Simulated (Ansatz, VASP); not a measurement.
One calculation of TaN, two programs

```
Ta N
1.0
     5.08130    0.00000    0.00000
    -2.54065    4.40053    0.00000
     0.00000    0.00000    2.90800
Ta N
3 3
Direct
  0.00000 0.00000 0.00000
  0.33333 0.66667 0.50000
  0.66667 0.33333 0.50000
  0.50000 0.00000 0.00000
  0.50000 0.50000 0.00000
  0.00000 0.50000 0.00000
```

Change from the starting cell: equal xx and yy strain of -2 %.

Alike in both runs: task single point; functional PBE; k mesh 5 × 5 × 8; occupations fermi-dirac, width 0.03 eV; no spin polarisation.

|  | VASP | Ansatz |
| --- | --- | --- |
| version | VASP 6.6.1 | Ansatz 0.2.0 |
| potentials or method | VASP PAW PBE potentials, release 64 (Ta_pv, N), cutoff 520 eV | all-electron LAPW, scalar-relativistic |

Ansatz gave:

```
pressure (GPa)                                  : 23.6
largest component of the traceless stress (GPa) : 2.33
```

**Question.** Which values does VASP return?

**Answer.** Pressure (GPa): 24.7; largest component of the traceless stress (GPa): 1.96.

Ansatz ran all-electron here, so the differences hold the error of VASP's frozen core and of both bases.

Caveats: so large a pressure means that the cell lies far from this level's equilibrium, or that cutoff or potentials fall short (VASP). Spin-orbit coupling is left out, which matters for the levels of Ta.
